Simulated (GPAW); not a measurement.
Set up this calculation in GPAW 26.7.0, as an ASE script.

* Task: band structure
* Functional: r2SCAN
* Potentials or basis: GPAW PAW data sets (gpaw-data 1.2.1)
* Cutoff: 800 eV
* Basis: pw
* k mesh: 5 × 5 × 5
* Occupations: fermi-dirac, width 0.05 eV
* Spin: no spin polarisation
* Maxiter: 150
* Band path: GXYSGZS1NPY1Z,XP
* Band points: 60

SiO2:

```xyz
6
Lattice="-2.4773 2.4773 3.6557 2.4773 -2.4773 3.6557 2.4773 2.4773 -3.6557" Properties=species:S:1:pos:R:3 pbc="T T T"
Si    0.0000    2.4773    1.8278
Si    0.0000    0.0000    0.0000
O    -0.4795    3.7159    0.9139
O    -1.2386    1.9978    2.7418
O     1.2386    2.9568    2.7418
O     0.4795    1.2386    0.9139
```

The cell comes from a database or a generator and needn't be the stable form of this composition.

These files were run (other wordings do the same):

run.py

```python
from ase import Atoms
from ase.dft.bandgap import bandgap
from ase.io import write
from ase.units import GPa
from gpaw import GPAW, PW

atoms = Atoms(['Si', 'Si', 'O', 'O', 'O', 'O'],
              cell=[[-2.4772904627, 2.4772904627, 3.6556712422],
                    [2.4772904627, -2.4772904627, 3.6556712422],
                    [2.4772904627, 2.4772904627, -3.6556712422]],
              scaled_positions=[[0.75, 0.25, 0.5],
                                [0.0, 0.0, 0.0],
                                [0.875, 0.02821387, 0.65321387],
                                [0.77821387, 0.125, 0.15321387],
                                [0.97178613, 0.625, 0.84678613],
                                [0.375, 0.22178613, 0.34678613]],
              pbc=True)

calc = GPAW(mode=PW(800),
            xc='MGGA_X_R2SCAN+MGGA_C_R2SCAN',
            kpts={'size': (5, 5, 5), 'gamma': True},
            occupations={'name': 'fermi-dirac', 'width': 0.05},
            nbands=30,
            convergence={'density': 1e-05, 'energy': 1e-05},
            maxiter=150,
            txt='gpaw.txt')
atoms.calc = calc
energy = atoms.get_potential_energy()
forces = atoms.get_forces()
stress = atoms.get_stress()
calc.write('gs.gpw')
write('result.traj', atoms)
print(f'Energy: {energy:.6f} eV')
print('Forces (eV/A):')
print(forces.round(4))
print('Stress (GPa):', (stress / GPa).round(3))
print('Fermi level:', round(calc.get_fermi_level(), 4), 'eV')
print(f'Gap: {bandgap(calc)[0]:.4f} eV, direct: {bandgap(calc, direct=True)[0]:.4f} eV')

path = atoms.cell.bandpath('GXYSGZS1NPY1Z,XP', npoints=60, eps=1e-4)
bs_calc = calc.fixed_density(kpts=path, symmetry='off', nbands=48,
                             convergence={'bands': 'CBM+6.0', 'eigenstates': 1e-6}, txt='bands.txt')
bs = bs_calc.band_structure()
bs.write('bs.json')
print(f'Gap on the path: {bandgap(bs_calc)[0]:.4f} eV')
```

Potentials or basis: GPAW PAW data sets (gpaw-data 1.2.1), pw.

Command:

```bash
$ OMP_NUM_THREADS=1 python run.py
```

It gave:

```yaml
Pressure: 2.8 GPa
Largest_force: 0.229 eV/Å
Band_gap_on_the_k_mesh: 6.60 eV, direct
Band_gap_along_the_path: 6.60 eV, direct
```

Caveat: the PAW data sets were made with another functional, which shifts forces and pressure a little.

Wall time 10 min on 1 thread of Arm Neoverse V2, with other jobs on the host, peak memory 0.64 GiB.
